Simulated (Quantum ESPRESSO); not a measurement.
Ta:

```xyz
2
Lattice="0.0000 -3.3026 0.0000 -3.3026 0.0000 0.0000 0.0000 0.0000 -3.3026" Properties=species:S:1:pos:R:3 pbc="T T T"
Ta   -1.4196   -1.9638   -1.2817
Ta   -0.2317   -2.9901   -0.3696
```

This isn't the form of Ta at room conditions, which is bcc.

- Program: Quantum ESPRESSO 7.5
- Task: relaxation of the atoms
- Functional: PBE
- Potentials or basis: PseudoDojo 0.4.1 SR PBE standard
- Cutoff: 789 eV
- Density cutoff: 3157 eV
- k mesh: 4 × 4 × 4
- Occupations: methfessel-paxton, width 0.1 eV
- Spin: no spin polarisation

At the start: volume 18.01 Å³/atom.

Where does the relaxation end?

Over 23 steps the energy falls by 4647.6 meV/atom; space group Im-3m (No. 229, to 0.05 Å).

Step by step:
| step | energy change (eV) | largest force (eV/Å) |
| --- | --- | --- |
| 1 | 0.0000 | 27.7339 |
| 2 | -5.3070 | 12.6632 |
| 3 | -7.7309 | 5.7608 |
| 4 | -8.8787 | 2.9839 |
| 5 | -9.1510 | 1.6639 |
| 6 | -9.1647 | 1.6252 |
| 7 | -9.1907 | 1.5409 |
| 8 | -9.2255 | 1.3111 |
| 9 | -9.2597 | 0.9202 |
| 10 | -9.2847 | 0.5010 |
| 11 | -9.2951 | 0.0578 |
| 12 | -9.2885 | 0.4010 |
| 13 | -9.2887 | 0.3950 |
| 14 | -9.2891 | 0.3831 |
| 15 | -9.2897 | 0.3655 |
| 16 | -9.2903 | 0.3424 |
| 17 | -9.2911 | 0.3141 |
| 18 | -9.2919 | 0.2812 |
| 19 | -9.2928 | 0.2439 |
| 20 | -9.2936 | 0.1986 |
| 21 | -9.2944 | 0.1442 |
| 22 | -9.2950 | 0.0805 |
| 23 | -9.2952 | 0.0079 |

Final structure:
```
Ta
1.0
     0.00000   -3.30256    0.00000
    -3.30256    0.00000    0.00000
     0.00000    0.00000   -3.30256
Ta
2
Cartesian
  -1.6510 -1.6514 -1.6514
  -0.0003 -3.3025 0.0001
```

Caveat: the k mesh is coarse (spacing up to 0.48 Å⁻¹), so the values aren't converged.
